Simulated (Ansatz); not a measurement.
Runs of Ansatz 0.2.0 on ZnS (Wurtzite-6H). Symmetry: P6_3mc, No. 186, hexagonal system. The conventional cell has a = 3.812 Å, b = 3.812 Å, c = 18.690 Å, α = 90.00°, β = 90.00°, γ = 120.00°. Zn (site symmetry 3m) has 4 S at 2.33 to 2.34 Å as nearest neighbours. Zn (site symmetry 3m) has 4 S at 2.33 to 2.34 Å as nearest neighbours. Zn (site symmetry 3m) is surrounded by 4 S at 2.33 to 2.34 Å. S (site symmetry 3m) is surrounded by 4 Zn at 2.33 to 2.34 Å. Around S (site symmetry 3m) lie 4 Zn at 2.33 to 2.34 Å. Around S (site symmetry 3m) lie 4 Zn at 2.33 to 2.34 Å. 

| task | level | potentials or basis | cell | cutoff (eV) | points for each segment of the path | gap on the mesh (eV) | pressure (GPa) | relaxed volume (Å³/atom) |
| --- | --- | --- | --- | --- | --- | --- | --- | --- |
| relaxation of cell and atoms | LDA | Ansatz PAW | relaxed | 420 | - | 2.15 | 0.0 | 18.58 |
| band structure | PBE | Ansatz PAW earlier set | as given | 800 | 10 | 2.17 | (c) | - |
| relaxation of cell and atoms | RPBE+D4 | Ansatz PAW | relaxed | 420 | - | (a) | 0.0 | 19.27 |
| relaxation of cell and atoms | r2SCAN+D4 | Ansatz PAW | relaxed | 500 | - | 2.78 | 0.0 | (b) |

Alike in all rows: no spin polarisation; k mesh 8 × 8 × 2; smearing fermi-dirac 0.05 eV.

**Question.** Estimate the missing entries.

**Answer.** (a) 2.41; (b) 19.35; (c) 2.1.

Caveats: the plane-wave basis is chosen anew once the cell has moved, so the energies of steps on either side of that aren't comparable (some runs); the PAW data sets come from PBE, with cores solved anew for the run's functional, which leaves a small shift of forces and pressure (some runs).

A k mesh can miss the band edges.

The runs don't all hold the same shells in valence.
